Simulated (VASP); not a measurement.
Input of a VASP 6.6.1 run:

Contents of INCAR:

```
  PREC = Accurate
  ENCUT = 520
  EDIFF = 1E-6
  ISMEAR = 0
  SIGMA = 0.02
  LREAL = False
  LASPH = True
  NELM = 100
  ALGO = Normal
  ISIF = 2
  LWAVE = False
  LCHARG = True
  GGA = PE
  LELF = True
```

File KPOINTS:

```
Automatic mesh
0
Gamma
  3 6 2
```

POSCAR

```
Te2Mo
1.0
    6.3464495577      0.0000000000      0.0000000000
    0.0000000000      3.4942155400      0.0000000000
   -0.5490254083      0.0000000000     14.8561586148
Te Mo
8 4
Direct
    0.0630865700      0.5000000000      0.4013918100
    0.9362609700      0.0000000000      0.5989235800
    0.5672046900      0.0000000000      0.3620628100
    0.4325395100      0.5000000000      0.6382740100
    0.0910474500      0.0000000000      0.1379227500
    0.9094538900      0.5000000000      0.8617520200
    0.5810927600      0.5000000000      0.0985498300
    0.4193469800      0.0000000000      0.9011539900
    0.3196862200      0.0000000000      0.5068268200
    0.6797845000      0.5000000000      0.4935200200
    0.1814915000      0.5000000000      0.0065316300
    0.8190039500      0.0000000000      0.9930897200
```

Potentials or basis: VASP PAW PBE potentials, release 64 (Te, Mo_sv).

Launch:

```sh
$ cat potpaw_PBE.64/Te/POTCAR potpaw_PBE.64/Mo_sv/POTCAR > POTCAR
$ mpirun -np 1 vasp_std > vasp.out
```

**Question.** What does it give for the pressure?

**Answer.** 0.6 GPa.

**Question.** What does it give for the largest force?

**Answer.** 0.233 eV/Å.

Forces in eV/Å, atoms in the order of the input:
```
Te  -0.071  0.000 -0.035
Te   0.081  0.000  0.037
Te   0.036  0.000 -0.213
Te  -0.046  0.000  0.214
Te   0.036  0.000  0.220
Te  -0.037  0.000 -0.230
Te  -0.084  0.000  0.040
Te   0.088  0.000 -0.045
Mo  -0.007  0.000 -0.086
Mo   0.008  0.000  0.082
Mo   0.008  0.000 -0.073
Mo  -0.010  0.000  0.089
```

Caveat: this functional lacks dispersion, which binds the layers, so the pressure and a relaxed spacing across them are unreliable. The run has no spin-orbit coupling, so splittings on Te are missing.
